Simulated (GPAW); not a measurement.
# Magnetic state of linear Cr chain, spacing 2.497 A from several starts

Does linear Cr chain, spacing 2.497 A prefer parallel or opposed moments, or none?

Calculated with GPAW 26.7.0; RPBE; plane waves with GPAW's PAW setups, scalar-relativistic.

Report form: the programs' logs are mostly left out.

**1. Starting point**

The cell holds 1 atom: 1 Cr. Its edges and angles: a = 12.000 Å, b = 12.000 Å, c = 2.497 Å, α = 90.0°, β = 90.0°, γ = 90.0°. model lattice. Vacuum lies along a and b. The structure's axis is c.

**2. Order 1, typed as ferro +**

The parallel start comes first: it fits the smallest cell, keeps the most symmetry and shows whether parallel moments form.

order1.py

```python
import json
import numpy as np
from ase import Atoms
from ase.parallel import paropen, parprint
from gpaw import GPAW

atoms = Atoms(['Cr'],
    cell=[[12.0, 0.0, 0.0],
         [0.0, 12.0, 0.0],
         [0.0, 0.0, 2.497]],
    scaled_positions=[[0.5, 0.5, 0.0]],
    pbc=True,
    magmoms=[2.5])
atoms.calc = GPAW(mode={'name': 'pw', 'ecut': 660.0},
    xc='RPBE',
    kpts={'size': (1, 1, 12), 'gamma': True},
    occupations={'name': 'fermi-dirac', 'width': 0.1},
    convergence={'density': 1e-05, 'energy': 1e-05},
    maxiter=200,
    mixer={'name': 'pulay', 'beta': 0.02, 'nmaxold': 8, 'weight': 100},
    symmetry={'tolerance': 1e-4},
    txt='order1.txt')
e = atoms.get_potential_energy(force_consistent=True)
res = {'free_energy': e, 'energy_sigma0': atoms.get_potential_energy(), 'fermi_energy': atoms.calc.get_fermi_level()}
res['moments'] = atoms.get_magnetic_moments().tolist()
res['total'] = atoms.get_magnetic_moment()
parprint('site moments (muB):', np.round(res['moments'], 3))
parprint(f"total moment: {res['total']:.3f} muB")
parprint(f'free energy: {e:.6f} eV')
atoms.calc.write('order1.gpw')
with paropen('results.json', 'w') as f:
    json.dump(res, f)
```

The run is started by

```
$ OMP_NUM_THREADS=1 python3 order1.py > order1.log
```

It took 30 s on 1 MPI rank of AMD EPYC 9R45, shared host; peak memory 0.35 GiB.

Read from the output:

```yaml
magnetization: 5.155 μB
final_state: ferromagnetic
largest_moment: 3.911 μB
```

After 44 cycles the largest moment stands at 3.91 μB.

**3. Run 2 (antiferro q=(0,0,1/2) +-)**

An opposed order shows whether the pairs that it reverses prefer unlike signs.

This order needs a doubled cell of 2 atoms. Its mesh is chosen so that both cells sample the same points.

order2.py is the script of step 2 with these lines changed:

```diff
@@ -6,12 +6,13 @@
 
-atoms = Atoms(['Cr'],
+atoms = Atoms(['Cr', 'Cr'],
     cell=[[12.0, 0.0, 0.0],
          [0.0, 12.0, 0.0],
-         [0.0, 0.0, 2.497]],
-    scaled_positions=[[0.5, 0.5, 0.0]],
+         [0.0, 0.0, 4.994]],
+    scaled_positions=[[0.5, 0.5, 0.0],
+         [0.5, 0.5, 0.5]],
     pbc=True,
-    magmoms=[2.5])
+    magmoms=[2.5, -2.5])
 atoms.calc = GPAW(mode={'name': 'pw', 'ecut': 660.0},
     xc='RPBE',
-    kpts={'size': (1, 1, 12), 'gamma': True},
+    kpts={'size': (1, 1, 6), 'gamma': True},
     occupations={'name': 'fermi-dirac', 'width': 0.1},
@@ -21,3 +22,3 @@
     symmetry={'tolerance': 1e-4},
-    txt='order1.txt')
+    txt='order2.txt')
 e = atoms.get_potential_energy(force_consistent=True)
@@ -29,3 +30,3 @@
 parprint(f'free energy: {e:.6f} eV')
-atoms.calc.write('order1.gpw')
+atoms.calc.write('order2.gpw')
 with paropen('results.json', 'w') as f:
```

The run is started by

```
$ OMP_NUM_THREADS=1 python3 order2.py > order2.log
```

Run time: 61 s. Hardware: 1 MPI rank; peak memory 0.56 GiB.

Numbers from this step:

* magnetization: 0 μB
* final state: antiferromagnetic
* largest moment: 3.766 μB

It lies 480 meV a seeded atom under the first start, and its largest moment is 3.77 μB against 3.91 μB.

**4. Order 3, typed as no spin polarisation**

This run holds no moments, which gives a state to set the others against.

nospin.py

```python
import json
import numpy as np
from ase import Atoms
from ase.parallel import paropen, parprint
from gpaw import GPAW

atoms = Atoms(['Cr'],
    cell=[[12.0, 0.0, 0.0],
         [0.0, 12.0, 0.0],
         [0.0, 0.0, 2.497]],
    scaled_positions=[[0.5, 0.5, 0.0]],
    pbc=True)
atoms.calc = GPAW(mode={'name': 'pw', 'ecut': 660.0},
    xc='RPBE',
    kpts={'size': (1, 1, 12), 'gamma': True},
    occupations={'name': 'fermi-dirac', 'width': 0.1},
    convergence={'density': 1e-05, 'energy': 1e-05},
    maxiter=200,
    mixer={'name': 'pulay', 'beta': 0.02, 'nmaxold': 8, 'weight': 100},
    symmetry={'tolerance': 1e-4},
    txt='nospin.txt')
e = atoms.get_potential_energy(force_consistent=True)
res = {'free_energy': e, 'energy_sigma0': atoms.get_potential_energy(), 'fermi_energy': atoms.calc.get_fermi_level()}
parprint(f'free energy: {e:.6f} eV')
atoms.calc.write('nospin.gpw')
with paropen('results.json', 'w') as f:
    json.dump(res, f)
```

The run is started by

```
$ OMP_NUM_THREADS=1 python3 nospin.py > nospin.log
```

It took 12 s on 1 MPI rank; peak memory 0.27 GiB.

This step gave:

| Quantity | Value |
| --- | --- |
| final state | non-magnetic (no spin polarisation) |

It lies 1863 meV a seeded atom over the first start.

**5. A faulty input**

A slip in the input shows what the program catches and what it lets pass.

run.py

```python
import json
import numpy as np
from ase import Atoms
from ase.parallel import paropen, parprint
from gpaw import GPAW

atoms = Atoms(['Cr'],
    cell=[[12.0, 0.0, 0.0],
         [0.0, 12.0, 0.0],
         [0.0, 0.0, 2.497]],
    scaled_positions=[[0.5, 0.5, 0.0]],
    pbc=True,
    magmoms=[2.5])
atoms.calc = GPAW(mode={'name': 'pw', 'ecut': 660.0},
    xc='RPBE',
    kpts={'size': (0, 1, 12), 'gamma': True},
    occupations={'name': 'fermi-dirac', 'width': 0.1},
    convergence={'density': 1e-05, 'energy': 1e-05},
    maxiter=60,
    mixer={'name': 'pulay', 'beta': 0.02, 'nmaxold': 8, 'weight': 100},
    symmetry={'tolerance': 1e-4},
    txt='run.txt')
e = atoms.get_potential_energy(force_consistent=True)
res = {'free_energy': e, 'energy_sigma0': atoms.get_potential_energy(), 'fermi_energy': atoms.calc.get_fermi_level()}
res['moments'] = atoms.get_magnetic_moments().tolist()
res['total'] = atoms.get_magnetic_moment()
parprint('site moments (muB):', np.round(res['moments'], 3))
parprint(f"total moment: {res['total']:.3f} muB")
parprint(f'free energy: {e:.6f} eV')
atoms.calc.write('run.gpw')
with paropen('results.json', 'w') as f:
    json.dump(res, f)
```

The run is started by

```
$ OMP_NUM_THREADS=1 python3 run.py > run.log
```

Run time: 1 s. Hardware: 1 MPI rank; peak memory 0.11 GiB.

The input was rejected at the start.

The program's message: “ZeroDivisionError: float division by zero”

The fault put into the input: a mesh with a zero.

Each count of the mesh must be at least 1.

**6. Ranking**

These are free energies at a smearing of 0.1 eV, so its entropy term is in the differences. They are divided by the number of seeded atoms, so that cells of unlike size compare. Wavevectors q in the names are fractions of the reciprocal vectors of the first run's cell.

Orders:

```csv
start,final state,typed order kept,energy over the lowest (meV a seeded atom),largest site moment (μB),net moment (μB a primitive cell),mesh matched,CPU time (s)
ferro +,ferromagnetic,yes,479.7,3.911,5.155,yes,30.31
"antiferro q=(0,0,1/2) +-",antiferromagnetic,yes,0,3.766,0,yes,61.13
no spin polarisation,non-magnetic,-,2343,0,0,yes,11.9
```

**7. Summary of results**

| Item | Value |
| --- | --- |
| lowest state found | antiferromagnetic (typed antiferro q=(0,0,1/2) +-) |
| largest site moment | 3.77 μB |
| next state | ferromagnetic, 480 meV a seeded atom higher |
| energy gained by spin polarisation | 2343 meV a seeded atom |

What this shows: The lowest state found is antiferromagnetic, reached from the start antiferro q=(0,0,1/2) +-, with moments up to 3.77 μB. The next state costs 480 meV a seeded atom. This is the lowest of 3 finished starts, no proof of the ground state.

[Logs and program files are shortened in this print: banners, set-up blocks, solver, clock and traceback lines can be left out without a mark of their own.]

[Logs are printed without paths, hosts, clocks, repeated set-up lines and the standing remarks that a program may print on its own settings, such as how far it seeks lower states.]

[Hosts, paths, dates, database ids (printed as entryN), source tags and the programs' standing remarks are cut or masked in the printed files.]

[Where a cell is said to come from a database of computed structures, the database is the Materials Project.]
